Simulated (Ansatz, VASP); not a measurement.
## Nb: VASP beside Ansatz

INCAR

```
PREC     = Accurate       # precision mode
ENCUT    = 520            # plane-wave cutoff, eV
EDIFF    = 1E-6           # SCF threshold, eV
ISMEAR   = -1             # smearing method
SIGMA    = 0.1            # smearing width, eV
LREAL    = False          # projectors in reciprocal space
LASPH    = True           # aspherical terms in the spheres
NELM     = 60             # most SCF steps
ALGO     = Normal         # electronic algorithm
ISIF     = 2              # what is computed and relaxed
LWAVE    = False          # write WAVECAR
LCHARG   = True           # write CHGCAR
GGA      = PS             # functional
LELF     = True           # ELF
LVHAR    = True         
NBANDS   = 26             # bands
```

KPOINTS

```
Automatic mesh
0
Gamma
  9 9 13
```

The input POSCAR:

```
Nb
1.0
    4.6935047106      0.0000000000      0.0000000000
   -2.3467523553      4.0646943122      0.0000000000
    0.0000000000      0.0000000000      2.5830919963
Nb
3
Direct
    0.0000000000      1.0000000000      1.0000000000
    0.3333333333      0.6666666667      0.5000000000
    0.6666666667      0.3333333333      0.5000000000
```

Input for Ansatz:

```yaml
crystal:
  lattice:
    - [4.6935047106, 0.0, 0.0]
    - [-2.3467523553, 4.0646943122, 0.0]
    - [0.0, 0.0, 2.5830919963]
  atoms:
    - { symbol: Nb, position: [0.0, 1.0, 1.0] }
    - { symbol: Nb, position: [0.3333333333, 0.6666666667, 0.5] }
    - { symbol: Nb, position: [0.6666666667, 0.3333333333, 0.5] }
hamiltonian:
  xc: pbesol
  pseudopotentials:
    kind: paw
    azcp:
      Nb: "pseudopotentials/Nb.paw.azcp"
basis:
  ecutwfc: 420
  fft_grid_basis: typed
kpoints:
  mp_grid: { grid: [9, 9, 13], shift: [0, 0, 0] }
magnetization:
  spin_polarized: false
scf:
  occupations: { method: fermi_dirac, width: 0.1 }
  lower_state_search: "off"
output:
  stress: true
```

Alike in both runs: task single point; functional PBEsol; k mesh 9 × 9 × 13; occupations fermi-dirac, width 0.1 eV; no spin polarisation.

|  | VASP | Ansatz |
| --- | --- | --- |
| version | VASP 6.6.1 | Ansatz 0.2.0 |
| potentials or method | VASP PAW PBE potentials, release 64 (Nb_sv) | plane waves (420 eV) with PAW, scalar-relativistic |
| plane-wave cutoff (eV) | 520 | 420 |
| valence electrons in the cell | 39 | 39 |

Ansatz gave:

- pressure (GPa): 17.3
- largest component of the traceless stress (GPa): 0.59

Problem. Estimate VASP's values.

Solution. Pressure (GPa): 17.0; largest component of the traceless stress (GPa): 0.72.

With one functional, cell and mesh, what is left measures potentials, basis and numerics. Ansatz warned: «pseudo_functional_mismatch».

Caveats: so large a pressure means that the cell lies far from this level's equilibrium, or that cutoff or potentials fall short (VASP); the potentials were made for another functional, which shifts forces and pressure (VASP).
